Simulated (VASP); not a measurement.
# GaSb (F-43m) in VASP: further runs

Aim: see how the results for GaSb move with the level of theory and the settings. Levels: BLYP, BLYP+D4. Tasks: single point, relaxation of cell and atoms.

All numbers are computed with VASP 6.6.1; they aren't measurements. Logs are shortened: lines on timing, memory, paths and dates and some standing lists are left out, and cuts for length are marked.

**Measured values to compare with.**

A printed reference work, data compilation reports, for a bulk crystal of GaSb at 4.2 K: band gap 0.811 eV (direct).

The runs below are set against these values where they give the same quantity.

### 1 The cell of the first run

It takes space group F-43m (No. 216, cubic). The conventional cell has a = 6.354 Å, b = 6.354 Å, c = 6.354 Å, α = 90.00°, β = 90.00°, γ = 90.00°. Sb (site symmetry -43m) has 4 Ga at 2.75 Å within 3.6 Å. Within 3.6 Å of Ga (site symmetry -43m) lie 4 Sb at 2.75 Å.

### 2 Single point, BLYP

Contents of INCAR:

```
SYSTEM = GaSb
  PREC = Accurate
  ENCUT = 520
  EDIFF = 1E-7
  ISMEAR = -1
  SIGMA = 0.05
  LREAL = .FALSE.
  LASPH = .TRUE.
  NELM = 80
  ALGO = Normal
  ISIF = 2
  LWAVE = .FALSE.
  LCHARG = .FALSE.
  GGA = B5
  ALDAX = 1.0
  AGGAX = 1.0
  AGGAC = 1.0
  ALDAC = 0.0
  NBANDS = 16
```

Contents of KPOINTS:

```
regular mesh
0
G
  8 8 8
  0 0 0
```

Contents of POSCAR:

```
GaSb
1.0
    0.0000000000      3.1771516691      3.1771516691
    3.1771516691      0.0000000000      3.1771516691
    3.1771516691      3.1771516691      0.0000000000
Sb Ga
1 1
Direct
    0.7500000000      0.7500000000      0.7500000000
    0.0000000000      0.0000000000      0.0000000000
```

Potentials or basis: VASP PAW PBE potentials, release 64 (Sb, Ga_d).

Command:

```console
> cat potpaw_PBE.64/Sb/POTCAR potpaw_PBE.64/Ga_d/POTCAR > POTCAR
> mpirun -np 1 vasp_std > vasp.out
```

OUTCAR:

```text
SYSTEM = GaSb
   PREC = Accurate
   ENCUT = 520
   EDIFF = 1E-7
   ISMEAR = -1
   LREAL = .FALSE.
   LASPH = .TRUE.
   NELM = 80
   ISIF = 2
   GGA = B5

 ion  position               nearest neighbor table
   1  0.750  0.750  0.750-   2 2.75   2 2.75   2 2.75   2 2.75
   2  0.000  0.000  0.000-   1 2.75   1 2.75   1 2.75   1 2.75

  LATTYP: Found a face centered cubic cell.
 ALAT       =     6.3543033382

  Lattice vectors:

 A1 = (   0.0000000000,   3.1771516691,   3.1771516691)
 A2 = (   3.1771516691,   0.0000000000,   3.1771516691)
 A3 = (   3.1771516691,   3.1771516691,   0.0000000000)

Analysis of symmetry for initial positions (statically):
=====================================================================
 Subroutine PRICEL returns:
 Original cell was already a primitive cell.

 Routine SETGRP: Setting up the symmetry group for a
 face centered cubic supercell.

 Subroutine GETGRP returns: Found 24 space group operations
 (whereof 24 operations were pure point group operations)
 out of a pool of 48 trial point group operations.

The static configuration has the point symmetry T_d .

Analysis of symmetry for dynamics (positions and initial velocities):
=====================================================================
 Subroutine PRICEL returns:
 Original cell was already a primitive cell.

 Routine SETGRP: Setting up the symmetry group for a
 face centered cubic supercell.

 Subroutine GETGRP returns: Found 24 space group operations
 (whereof 24 operations were pure point group operations)
 out of a pool of 48 trial point group operations.

The dynamic configuration has the point symmetry T_d .

 Subroutine INISYM returns: Found 24 space group operations
 (whereof 24 operations are pure point group operations),
 and found     1 'primitive' translations

----------------------------------------------------------------------------------------

                                     Primitive cell

  volume of cell :      64.1422

  direct lattice vectors                    reciprocal lattice vectors
     0.000000000  3.177151669  3.177151669    -0.157373664  0.157373664  0.157373664
     3.177151669  0.000000000  3.177151669     0.157373664 -0.157373664  0.157373664
     3.177151669  3.177151669  0.000000000     0.157373664  0.157373664 -0.157373664

  length of vectors
     4.493170980  4.493170980  4.493170980     0.272579182  0.272579182  0.272579182

  position of ions in fractional coordinates (direct lattice)
     0.750000000  0.750000000  0.750000000
     0.000000000  0.000000000  0.000000000

  ion indices of the primitive-cell ions
   primitive index   ion index
                 1           1
                 2           2

----------------------------------------------------------------------------------------

 KPOINTS: regular mesh

Automatic generation of k-mesh.
 Grid dimensions read from file:
 generate k-points for:    8    8    8

 Generating k-lattice:

  Cartesian coordinates                     Fractional coordinates (reciprocal lattice)
    -0.019671708  0.019671708  0.019671708     0.125000000  0.000000000  0.000000000
     0.019671708 -0.019671708  0.019671708     0.000000000  0.125000000  0.000000000
     0.019671708  0.019671708 -0.019671708     0.000000000  0.000000000  0.125000000

  Length of vectors
     0.034072398  0.034072398  0.034072398

  Shift w.r.t. Gamma in fractional coordinates (k-lattice)
     0.000000000  0.000000000  0.000000000

 Subroutine IBZKPT returns following result:
 ===========================================

 Found     29 irreducible k-points:

 Following reciprocal coordinates:
            Coordinates               Weight
  0.000000  0.000000  0.000000      1.000000
  0.125000  0.000000  0.000000      8.000000
  0.250000  0.000000  0.000000      8.000000
  0.375000  0.000000  0.000000      8.000000
  0.500000  0.000000  0.000000      4.000000
  0.125000  0.125000  0.000000      6.000000
[... 16 lines left out ...]
  0.500000  0.250000  0.125000     48.000000
 -0.375000  0.250000  0.125000     24.000000
 [... further k-points ...]
   k-points           NKPTS =     29   k-points in BZ     NKDIM =     29   number of bands    NBANDS=     16
   number of dos      NEDOS =    301   number of ions     NIONS =      2
   total plane-waves  NPLWV =  46656
   dimension x,y,z NGX =    36 NGY =   36 NGZ =   36
   dimension x,y,z NGXF=    72 NGYF=   72 NGZF=   72
   ions per type =               1   1
   NGX,Y,Z   is equivalent  to a cutoff of  13.32, 13.32, 13.32 a.u.
   NGXF,Y,Z  is equivalent  to a cutoff of  26.64, 26.64, 26.64 a.u.
 SYSTEM =  GaSb
   PREC   = accura    normal or accurate (medium, high low for compatibility)
   ISTART =      0    job   : 0-new  1-cont  2-samecut
   ICHARG =      2    charge: 1-file 2-atom 10-const
   ISPIN  =      1    spin polarized calculation?
   LNONCOLLINEAR =      F non collinear calculations
   LSORBIT =      F    spin-orbit coupling
   LASPH  =      T    aspherical Exc in radial PAW
   ENCUT  =  520.0 eV  38.22 Ry    6.18 a.u.   8.35  8.35  8.35*2*pi/ulx,y,z
   NELM   =     80;   NELMIN=  2; NELMDL= -5     # of ELM steps
   EDIFF  = 0.1E-06   stopping-criterion for ELM
   LREAL  =      F    real-space projection
   EDIFFG = 0.1E-05   stopping-criterion for IOM
   NSW    =      0    number of steps for IOM
   IBRION =     -1    ionic relax: 0-MD 1-quasi-New 2-CG
   NFREE  =      0    steps in history (QN), initial steepest desc. (CG)
   ISIF   =      2    stress and relaxation
   ISYM   =      2    0-nonsym 1-usesym 2-fastsym
   POTIM  = 0.5000    time-step for ionic-motion
   TEBEG  =    0.0;   TEEND  =   0.0 temperature during run
   PSTRESS=    0.0 pullay stress
   NELECT =      18.0000    total number of electrons
   NUPDOWN=      -1.0000    fix difference up-down
   EMIN   =  10.00;   EMAX   =-10.00  energy-range for DOS
   EFERMI =   0.00;   METHOD = LEGACY
   ISMEAR =    -1;   SIGMA  =   0.05  broadening in eV -4-tet -1-fermi 0-gaus
   EFERMI_NEDOS =   21; number of points for ismear=-14 and -15
   IALGO  =     38    algorithm
   IMIX   =      4    mixing-type and parameters
     AMIX     =   0.40;   BMIX     =  1.00
     AMIX_MAG =   1.60;   BMIX_MAG =  1.00
  volume/ion in A,a.u.               =      32.07       216.43
  Fermi-wavevector in a.u.,A,eV,Ry     =   1.071810  2.025427 15.630049  1.148776
  Thomas-Fermi vector in A             =   2.207561
   LORBIT       =      0    0 simple, 1 ext, 2 COOP (PROOUT), +10 PAW based schemes
   GGA     = B5    functional components
   LHFCALC =     F    Hartree Fock is set to
   AEXX    =    0.0000 exact exchange contribution
   IVDW    =     0    specifies the selected vdW correction
   LEPSILON=     F    determine dielectric tensor
   LRPA    =     F    only Hartree local field effects (RPA)
 non-spin polarized calculation
  energy-cutoff  :      520.00
  volume of cell :       64.14
 maximum number of plane-waves:      1759
 NGX is ok and might be reduce to    36
   NGX = 17   NGY = 17   NGZ = 17

 number of electron      18.0000010 magnetization

 Free energy of the ion-electron system (eV)
  ---------------------------------------------------
  ext. energy  EPLUGINS =         0.00000000
  ---------------------------------------------------
  free energy    TOTEN  =        -6.12007480 eV

  energy without entropy =       -6.11922725  energy(sigma->0) =       -6.11965103

 E-fermi :   4.2231     XC(G=0):  -8.0509

 val. band max:        4.1953575410   @ k =   0.0000   0.0000   0.0000
 cond. band min:       4.3653618999   @ k =   0.5000   0.0000   0.0000
 fundamental gap:      0.1700043588
 Fermi energy:         4.2230807156

 k-point     1 :       0.0000    0.0000    0.0000
  band No.  band energies     occupation
      1     -10.7156      2.00000
      2     -10.7156      2.00000
      3     -10.7156      2.00000
      4     -10.6803      2.00000
      5     -10.6803      2.00000
      6      -6.5660      2.00000
[... 8 lines left out ...]
     15      12.7170      0.00000
     16      12.7170      0.00000

 k-point     2 :       0.1250    0.0000    0.0000
  band No.  band energies     occupation
      1     -10.7181      2.00000
      2     -10.7145      2.00000
      3     -10.7145      2.00000
      4     -10.6804      2.00000
      5     -10.6804      2.00000
      6      -6.4291      2.00000
[... 8 lines left out ...]
     15      12.0551      0.00000
     16      12.0551      0.00000

 k-point     3 :       0.2500    0.0000    0.0000
  band No.  band energies     occupation
      1     -10.7241      2.00000
      2     -10.7118      2.00000
      3     -10.7118      2.00000
      4     -10.6805      2.00000
      5     -10.6805      2.00000
      6      -6.0434      2.00000
[... 8 lines left out ...]
     15      11.8413      0.00000
     16      11.8413      0.00000

 k-point     4 :       0.3750    0.0000    0.0000
  band No.  band energies     occupation
      1     -10.7300      2.00000
      2     -10.7094      2.00000
      3     -10.7094      2.00000
      4     -10.6802      2.00000
      5     -10.6802      2.00000
      6      -5.5254      2.00000
[... 8 lines left out ...]
     15      12.6403      0.00000
     16      12.6403      0.00000
[... 324 lines left out ...]
 k-point    22 :       0.3750    0.2500    0.1250
  band No.  band energies     occupation
      1     -10.7305      2.00000
      2     -10.7087      2.00000
      3     -10.7078      2.00000
      4     -10.6826      2.00000
      5     -10.6792      2.00000
      6      -5.7081      2.00000
[... 8 lines left out ...]
     15      13.0238      0.00000
     16      13.2446      0.00000

 k-point    23 :       0.5000    0.2500    0.1250
  band No.  band energies     occupation
      1     -10.7346      2.00000
      2     -10.7071      2.00000
      3     -10.7055      2.00000
      4     -10.6825      2.00000
      5     -10.6795      2.00000
      6      -5.2170      2.00000
[... 8 lines left out ...]
     15      12.7182      0.00000
     16      14.1621      0.00000

 k-point    24 :      -0.3750    0.2500    0.1250
  band No.  band energies     occupation
      1     -10.7361      2.00000
      2     -10.7067      2.00000
      3     -10.7047      2.00000
      4     -10.6820      2.00000
      5     -10.6799      2.00000
      6      -4.9414      2.00000
[... 8 lines left out ...]
     15      13.8095      0.00000
     16      14.0274      0.00000

 [... further k-points ...]
[... 5 lines left out ...]
  --------------------------------------------------------------------------------------
  -------------------------------------------------------------------------------------
  Total        0.0442357      0.0442357      0.0442357      0.0000000      0.0000000     -0.0000000
  in kB        1.1049428      1.1049428      1.1049428      0.0000000      0.0000000     -0.0000000
  external PRESSURE =       1.1049428 kB  Pullay stress =       0.0000000 kB

 VOLUME and BASIS-vectors are now :
 -----------------------------------------------------------------------------
  energy-cutoff  :      520.00
  volume of cell :       64.14
      direct lattice vectors                 reciprocal lattice vectors
     0.000000000  3.177151669  3.177151669    -0.157373664  0.157373664  0.157373664
     3.177151669  0.000000000  3.177151669     0.157373664 -0.157373664  0.157373664
     3.177151669  3.177151669  0.000000000     0.157373664  0.157373664 -0.157373664

 POSITION                                       TOTAL-FORCE (eV/Angst)
 -----------------------------------------------------------------------------------
      4.76573      4.76573      4.76573        -0.000000     -0.000000      0.000000
      0.00000      0.00000      0.00000         0.000000      0.000000     -0.000000
 -----------------------------------------------------------------------------------
    total drift:                               -0.000001     -0.000001     -0.000001

  FREE ENERGIE OF THE ION-ELECTRON SYSTEM (eV)
  ---------------------------------------------------
  free  energy   TOTEN  =        -6.1200748022 eV

  energy  without entropy=       -6.1192272486  energy(sigma->0) =       -6.11965103
```

Run time: 27 s. Hardware: 1 thread of Intel Xeon 6975P-C (Granite Rapids), shared host; peak memory 0.21 GiB.

What came out:

```
Free energy            : -6.1201 eV
Pressure               : 0.1 GPa
Band gap on the k mesh : zero (filled and empty bands touch)
```

Levels at points of the mesh, in eV from the Fermi level:
| k point | band 5 | band 6 | band 7 | band 8 | band 9 | band 10 | band 11 | band 12 | band 13 | band 14 |
| --- | --- | --- | --- | --- | --- | --- | --- | --- | --- | --- |
| (0.00, 0.00, 0.00) | -14.90 | -10.79 | -0.91 | -0.03 | -0.03 | -0.03 | 2.79 | 2.79 | 2.79 | 5.89 |
| (0.50, 0.00, 0.00) | -14.90 | -9.46 | -5.90 | -1.01 | -1.01 | 0.14 | 3.76 | 3.76 | 6.66 | 8.61 |
| (0.50, 0.50, 0.00) | -14.90 | -8.79 | -6.40 | -2.21 | -2.21 | 1.02 | 1.55 | 7.85 | 7.85 | 9.19 |

Caveat: the PAW data sets were made with another functional, which shifts forces and pressure a little; spin-orbit coupling is left out, which moves the levels of the heavy elements.

### 3 Relaxation of cell and atoms, BLYP

This run uses another cell than the first one, of 28.62 Å³/atom, 0.893 times its volume.

Contents of INCAR:

```
PREC = Accurate
ENCUT = 600
EDIFF = 1E-6
ISMEAR = -1
SIGMA = 0.05
LREAL = False
LASPH = True
NELM = 80
ALGO = Normal
ISIF = 3
LWAVE = False
LCHARG = False
GGA = B5
ALDAX = 1.0
AGGAX = 1.0
AGGAC = 1.0
ALDAC = 0.0
IBRION = 2
NSW = 80
EDIFFG = -0.005
```

Contents of KPOINTS:

```
regular mesh
0
Gamma
  8 8 8
```

Contents of POSCAR:

```
GaSb
1.0
    0.0000000000      3.0590000000      3.0590000000
    3.0590000000      0.0000000000      3.0590000000
    3.0590000000      3.0590000000      0.0000000000
Sb Ga
1 1
Direct
    0.7500000000      0.7500000000      0.7500000000
    0.0000000000      0.0000000000      0.0000000000
```

Potentials or basis: VASP PAW PBE potentials, release 64 (Sb, Ga_d).

Command:

```console
> cat potpaw_PBE.64/Sb/POTCAR potpaw_PBE.64/Ga_d/POTCAR > POTCAR
> mpirun -np 1 vasp_std > vasp.out
```

Run time: 2.7 min. Hardware: 1 thread of Intel Xeon 6975P-C (Granite Rapids), shared host; peak memory 0.23 GiB.

The run converged. Its results:

```
Free energy                            : -6.1196 eV
Relaxed volume                         : 32.13 Å³/atom
Relaxed cell                           : a = 4.496 Å, b = 4.496 Å, c = 4.496 Å, α = 60.00°, β = 60.00°, γ = 60.00°
Space group after relaxing (to 0.05 Å) : F-43m (No. 216)
Energy gained by relaxing              : 54.5 meV/atom
Ionic steps                            : 18
Pressure after relaxing                : 0.0 GPa
Band gap on the k mesh                 : zero (filled and empty bands touch)
```

Step by step:
```
step  energy change (eV)  largest force (eV/Å)  pressure (GPa)  volume (Å³)
   1              0.0000                0.0000            5.51        57.25
   2             -0.1055                0.0000           -0.68        65.79
   3             -0.1090                0.0000           -0.05        64.36
   4             -0.1090                0.0000            0.04        64.21
   5             -0.1090                0.0000            0.06        64.21
   6             -0.1090                0.0000            0.06        64.22
   7             -0.1090                0.0000            0.05        64.22
   8             -0.1090                0.0000            0.06        64.22
   9             -0.1090                0.0000            0.06        64.22
  10             -0.1090                0.0000            0.06        64.22
  11             -0.1090                0.0000            0.06        64.22
  12             -0.1090                0.0000            0.06        64.22
  13             -0.1090                0.0000            0.06        64.22
  14             -0.1090                0.0000            0.06        64.22
  15             -0.1090                0.0000            0.06        64.22
  16             -0.1090                0.0000            0.06        64.23
  17             -0.1090                0.0000            0.03        64.24
  18             -0.1090                0.0000            0.01        64.26
```

Final structure:
```
Sb Ga
1.0
     0.00000    3.17909    3.17909
     3.17909    0.00000    3.17909
     3.17909    3.17909    0.00000
Sb Ga
1 1
Direct
  0.75000 0.75000 0.75000
  0.00000 0.00000 0.00000
```

Levels at points of the mesh, in eV from the Fermi level:
```
           k point  band 6  band 7  band 8  band 9  band 10  band 11  band 12  band 13
(0.00, 0.00, 0.00)  -10.78   -0.93   -0.03   -0.03    -0.03     2.79     2.79     2.79
(0.50, 0.00, 0.00)   -9.45   -5.89   -1.00   -1.00     0.14     3.76     3.76     6.66
(0.50, 0.50, 0.00)   -8.78   -6.39   -2.20   -2.20     1.03     1.55     7.84     7.84
```

Caveat: the PAW data sets were made with another functional, which shifts forces and pressure a little; spin-orbit coupling is left out, which moves the levels of the heavy elements; the volume moved by +12 % from the deposited cell, more than functionals usually miss. Zero-point motion and thermal expansion aren't in these numbers.

[end of part 1 of 2]
